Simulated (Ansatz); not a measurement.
Input and command of a plane-wave DFT calculation in Ansatz:

```yaml
crystal:
  lattice:
    - [3.1393032032, 0.0, 0.0]
    - [-1.5696516016, 2.7187163242, 0.0]
    - [0.0, 0.0, 23.4080758298]
  atoms:
    - { symbol: C, position: [0.3333333333, 0.6666666667, 0.3631225421] }
    - { symbol: Ta, position: [0.6666666667, 0.3333333333, 0.4178735252] }
    - { symbol: C, position: [0.0, 0.0, 0.4726245084] }
    - { symbol: Ta, position: [0.3333333333, 0.6666666667, 0.5273754916] }
    - { symbol: C, position: [0.6666666667, 0.3333333333, 0.5821264748] }
    - { symbol: Ta, position: [0.0, 0.0, 0.6368774579] }
basis:
  ecutwfc: 420
kpoints:
  mp_grid: { grid: [9, 9, 1] }
hamiltonian:
  xc: pbesol
scf:
  occupations: { method: gaussian, width: 0.1 }
output:
  forces: true
  eigenvalues: true
  write_density: true
  write_potential: true
  elf: true
  volumetric_format: npy
relax:
  adjacent_minimum: "off"
  f_tol: 0.03
  max_steps: 70
  constraints: [{ sites: [0, 1, 2] }]
efield:
  axis: 3
  dipole_correction: true
  ramp_width: 0.04
```

```bash
ansatz run input.yaml --threads 1 --pin off --max-ram 2560MiB --backend cpu --events-out ev --progress --plain --runs-dir out
```

Processor: Intel(R) Xeon(R) 6975P-C (Granite Rapids), 1 thread, on a host shared with other jobs.

Q: Estimate time, memory and problem size.

A: About 19 s on 1 thread of Intel(R) Xeon(R) 6975P-C (Granite Rapids) (shared host), peak memory 0.48 GiB. It solves 32 bands at 12 k points (the mesh reduced by the symmetry that the task leaves, which can be less than the crystal's) with about 3883 plane waves, in 26 SCF iterations over 5 ionic steps.
